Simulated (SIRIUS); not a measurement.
Input of a SIRIUS 7.12.0 run:

Contents of run.py:

```python
import json, subprocess
import numpy as np
from ase import Atoms
from ase.io import read
from ase.calculators.calculator import Calculator, all_changes
from ase.units import Bohr, Hartree, GPa
from ase.calculators.mixing import SumCalculator
from dftd3.ase import DFTD3
from ase.optimize import BFGS
from ase.filters import FrechetCellFilter

class Sirius(Calculator):
    """Writes sirius.json, runs sirius.scf and reads out.json."""
    implemented_properties = ["energy", "free_energy", "forces", "stress", "magmom"]

    def __init__(self, config, files):
        super().__init__()
        self.config, self.files, self.calls = config, files, 0

    def calculate(self, atoms=None, properties=["energy"], system_changes=all_changes):
        super().calculate(atoms, properties, system_changes)
        symbols = atoms.get_chemical_symbols()
        types = list(dict.fromkeys(symbols))
        order = [i for t in types for i, s in enumerate(symbols) if s == t]
        frac = atoms.get_scaled_positions(wrap=False)
        m = atoms.get_initial_magnetic_moments()
        m = m if m.ndim == 2 else np.c_[0 * m, 0 * m, m]
        spin = self.config["parameters"]["num_mag_dims"] > 0
        rows = {t: [list(frac[i]) + (list(m[i]) if spin else []) for i in order if symbols[i] == t] for t in types}
        cell = {"lattice_vectors": (atoms.cell[:] / Bohr).tolist(), "atom_types": types, "atom_files": self.files, "atoms": rows}
        json.dump({**self.config, "unit_cell": cell}, open("sirius.json", "w"), indent=1)
        self.calls += 1
        with open(f"sirius_{self.calls:03d}.out", "w") as log:
            subprocess.run(["sirius.scf", "--input=sirius.json", "--output=out.json"], stdout=log, stderr=subprocess.STDOUT, check=True)
        gs = json.load(open("out.json"))["ground_state"]
        if not gs["converged"]:
            raise RuntimeError("SCF did not converge")
        self.results = {"energy": gs["energy"]["free"] * Hartree, "free_energy": gs["energy"]["free"] * Hartree}
        if "forces" in gs:
            f = np.zeros((len(atoms), 3))
            f[order] = np.array(gs["forces"]) * Hartree / Bohr
            self.results["forces"] = f
        if "stress" in gs:
            s = np.array(gs["stress"]) * Hartree / Bohr**3
            self.results["stress"] = s.flat[[0, 4, 8, 5, 2, 1]]
        if spin:
            self.results["magmom"] = gs["magnetisation"]["total"][2]

atoms = read("Nb.xyz")

config = {
    "control": {
        "processing_unit": 'cpu',
        "verbosity": 1,
        "print_forces": True,
        "print_stress": True,
    },
    "parameters": {
        "electronic_structure_method": 'pseudopotential',
        "xc_functionals": ['XC_GGA_X_RPBE', 'XC_GGA_C_PBE'],
        "gk_cutoff": 9.1,
        "pw_cutoff": 18.2,
        "ngridk": [8, 8, 8],
        "shiftk": [0, 0, 0],
        "smearing": 'fermi_dirac',
        "smearing_width": 0.0018374661,
        "num_bands": 13,
        "num_mag_dims": 0,
        "num_dft_iter": 100,
        "energy_tol": 1e-08,
        "density_tol": 1e-06,
    },
    "iterative_solver": {
        "type": 'davidson',
        "min_tolerance": 1e-10,
    },
    "mixer": {
        "type": 'anderson',
        "beta": 0.7,
        "max_history": 8,
    },
    "settings": {
        "tol_ne": 1e-10,
        "pseudo_grid_cutoff": 6.5,
    },
}
dft = Sirius(config, {'Nb': 'Nb.json'})
atoms.calc = SumCalculator([dft, DFTD3(method="rpbe", damping="d3bj")])
results = {"symbols": atoms.get_chemical_symbols(), "cell": atoms.cell[:].tolist(), "frac": atoms.get_scaled_positions(wrap=False).tolist(), "steps": []}

def note():
    results["steps"].append({"energy": atoms.get_potential_energy(), "cell": atoms.cell[:].tolist(), "positions": atoms.positions.tolist(),
                             "forces": atoms.get_forces().tolist(), "stress": atoms.get_stress().tolist()})
    json.dump(results, open("results.json", "w"))

opt = BFGS(FrechetCellFilter(atoms, scalar_pressure=0.0 * GPa))
opt.attach(note)
results["converged"] = bool(opt.run(fmax=0.02, steps=30))
print("converged:", results["converged"])
print("cell parameters:", atoms.cell.cellpar().round(5))
print("volume per atom (A^3):", round(atoms.get_volume() / len(atoms), 4))
print(atoms.get_scaled_positions().round(6))
json.dump(results, open("results.json", "w"))
```

File Nb.xyz:

```xyz
1
Lattice="-1.6639500000 1.6639500000 1.6639500000 1.6639500000 -1.6639500000 1.6639500000 1.6639500000 1.6639500000 -1.6639500000" Properties=species:S:1:pos:R:3 pbc="T T T"
Nb     0.0000000000      0.0000000000      0.0000000000
```

Potentials or basis: PseudoDojo 0.4.1 PBE standard (scalar relativistic).

Run with:

```console
$ upf_to_json Nb.upf
$ OMP_NUM_THREADS=1 python run.py
```

(1) Estimate the dispersion energy per atom.

(2) What does it give for the relaxed volume?

(3) Predict the space group after relaxing (to 0.05 Å).

## Answers

(1) -5.708 eV.

(2) 14.57 Å³/atom.

(3) Im-3m (No. 229).

Caveat: the volume moved by over 15 % at a fixed basis, so the end points are rough; the potentials were made for another functional, which shifts forces and pressure; pairwise dispersion overbinds metals, which lowers pressure and volume.
